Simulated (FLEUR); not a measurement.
Ir:

```xyz
1
Lattice="0.0000 1.9156 1.9156 1.9156 0.0000 1.9156 1.9156 1.9156 0.0000" Properties=species:S:1:pos:R:3 pbc="T T T"
Ir    0.0000    0.0000    0.0000
```

| Quantity | Value |
| --- | --- |
| Program | FLEUR MaX-R8.1 (later development tree) |
| Task | single point |
| Functional | PBE |
| Potentials or basis | all-electron |
| Basis | FLAPW |
| Kmax | 3.8 1/bohr |
| k mesh | 12 × 12 × 12 |
| Occupations | fermi-dirac, width 0.05 eV |
| Spin | no spin polarisation |
| Gmax | 11.8 1/bohr |
| Muffin-tin radii | Ir 2.32 bohr |
| lmax | Ir 9 |
| Local orbitals a species | Ir 7 |
| Max iterations | 60 |
| Mixing factor | 0.05 |
| Mixer | Anderson |
| Mixer history | 15 |
| Density convergence | 1e-05 me/bohr^3 |

On this cell: band gap on the k mesh none (metal or under the smearing width).

The same run follows on a disturbed copy (cell strained at random at fixed volume):

```
CELL_PARAMETERS angstrom
-0.00903 1.95837 1.93892
1.89839 0.02290 1.90699
1.89968 1.92773 0.02161
ATOMIC_POSITIONS crystal
Ir 0.99766 0.99684 0.98575
```

What does the disturbed cell give?

The energy (extrapolated to zero smearing) moves by +13.1 meV/atom; band gap on the k mesh none (metal or under the smearing width).
